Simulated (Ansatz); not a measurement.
SnO2:

```xyz
12
Lattice="-5.3733 5.3733 1.6162 5.3733 -5.3733 1.6162 5.3733 5.3733 -1.6162" Properties=species:S:1:pos:R:3 pbc="T T T"
Sn    3.5579   -1.6004    1.6162
Sn    1.6004    3.5579    1.6162
Sn    3.7729    1.8155    0.0000
Sn    1.8155    6.9737    0.0000
O     1.6650    2.2095    0.0000
O    -3.1638    3.7084    1.6162
O     3.7084    3.1638    1.6162
O     8.5371    1.6650    0.0000
O     5.8350    1.7307    0.0000
O     3.6426    0.4617    1.6162
O     1.7307    4.9116    0.0000
O    -0.4617    3.6426    1.6162
```

Measurements of this composition are mostly on another form, of space group No. 136.

```yaml
Program: Ansatz 0.2.0
Task: relaxation of cell and atoms
Functional: PBE
Dispersion: D3(BJ)
Potentials_or_basis: Ansatz PAW
Cutoff: "420 eV (not typed: the program's choice for these potentials)"
k_mesh: 9 × 9 × 9
Occupations: fermi-dirac, width 0.05 eV
Spin: no spin polarisation
```

At the start: volume 15.55 Å³/atom.

Question: Where does the relaxation end?

Answer: It ends after 9 steps and the volume is 15.42 Å³/atom (-0.9 %); space group I4/m (No. 87, to 0.05 Å).

Step by step:
| step | energy change (eV) | largest force (eV/Å) | volume (Å³) |
| --- | --- | --- | --- |
| 1 | 0.0000 | 0.2562 | 186.66 |
| 2 | -0.0237 | 0.2192 | 185.88 |
| 3 | -0.0344 | 0.0575 | 184.78 |
| 4 | -0.0345 | 0.0299 | 184.98 |
| 5 | -0.0340 | 0.0143 | 185.11 |
| 6 | -0.0342 | 0.0031 | 185.09 |
| 7 | -0.0279 | 0.0031 | 185.09 |
| 8 | -0.0283 | 0.0011 | 185.00 |
| 9 | -0.0278 | 0.0011 | 185.00 |

Final structure:
```yaml
crystal:
  lattice:
    - [-5.36118, 5.36118, 1.60913]
    - [5.36118, -5.36118, 1.60913]
    - [5.36118, 5.36118, -1.60913]
  atoms:
    - { symbol: Sn, position: [0.34991, 0.83325, 0.18316] }
    - { symbol: Sn, position: [0.83325, 0.65009, 0.48334] }
    - { symbol: Sn, position: [0.16675, 0.34991, 0.51666] }
    - { symbol: Sn, position: [0.65009, 0.16675, 0.81684] }
    - { symbol: O, position: [0.20783, 0.15551, 0.36334] }
    - { symbol: O, position: [0.84449, 0.20783, 0.05232] }
    - { symbol: O, position: [0.79217, 0.84449, 0.63666] }
    - { symbol: O, position: [0.15551, 0.79217, 0.94768] }
    - { symbol: O, position: [0.16003, 0.54183, 0.70186] }
    - { symbol: O, position: [0.54183, 0.83997, 0.38180] }
    - { symbol: O, position: [0.45817, 0.16003, 0.61820] }
    - { symbol: O, position: [0.83997, 0.45817, 0.29814] }
```

Caveat: the plane-wave basis is chosen anew once the cell has moved, so the energies of steps on either side of that aren't comparable; the pressure holds a Pulay correction of +0.7 GPa for the finite cutoff.
